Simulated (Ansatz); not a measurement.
# ⁴⁷Ti nuclear quadrupole resonance in TiO₂

Cell: a COD entry, atoms as given.

```yaml
crystal:
  lattice:
    - [4.53180, 0.00000, 0.00000]
    - [0.00000, 5.50190, 0.00000]
    - [0.00000, 0.00000, 4.90630]
  atoms:
    - { symbol: Ti, position: [0.00000, 0.17040, 0.25000] }
    - { symbol: Ti, position: [0.50000, 0.32960, 0.75000] }
    - { symbol: Ti, position: [0.00000, 0.82960, 0.75000] }
    - { symbol: Ti, position: [0.50000, 0.67040, 0.25000] }
    - { symbol: O, position: [0.27160, 0.38140, 0.41420] }
    - { symbol: O, position: [0.22840, 0.11860, 0.91420] }
    - { symbol: O, position: [0.77160, 0.11860, 0.58580] }
    - { symbol: O, position: [0.72840, 0.38140, 0.08580] }
    - { symbol: O, position: [0.72840, 0.61860, 0.58580] }
    - { symbol: O, position: [0.77160, 0.88140, 0.08580] }
    - { symbol: O, position: [0.22840, 0.88140, 0.41420] }
    - { symbol: O, position: [0.27160, 0.61860, 0.91420] }
```

Atoms are numbered from 1 in the order listed; like atoms form one site, named after its first atom.

Method: Kohn–Sham DFT in Ansatz, PBE, plane waves and PAW, scalar-relativistic, 420 eV cutoff, Γ-centred 5×4×4 k-points, Fermi–Dirac smearing 0.02 eV.

⁴⁷Ti: I = 5/2, Q = 302.0 mb (year-2017 value). Static lattice, zero field.

(1) At which frequencies do the ⁴⁷Ti NQR lines lie?

(2) And for ⁴⁹Ti (I = 7/2, Q = 247.0 mb) on Ti?

Results:

(1) For I = 5/2 and η = 0 the lines are 3|C_Q|/20 and twice that; η pulls their ratio below 2. At large η the states mix, and weaker lines appear at sums of the main ones; lines under 5 % of the strongest are left out.

```tsv
site	atoms	V_zz (10²¹ V/m²)	C_Q (MHz)	η	line frequencies (MHz)
Ti	1, 2, 3, 4	-2.14	-15.6	0.71	3.38, 4.34, 7.71
```

(2) C_Q scales with Q to -12.8 MHz, with lines at 1.66, 1.90, 2.59, 3.56 MHz.

At this cell the PBE pressure is 6 GPa, so with PBE the cell would grow if it were relaxed. The values hang on the deposited positions: relaxing the atoms moves V_zz on Ti from -2.14 to 2.83.
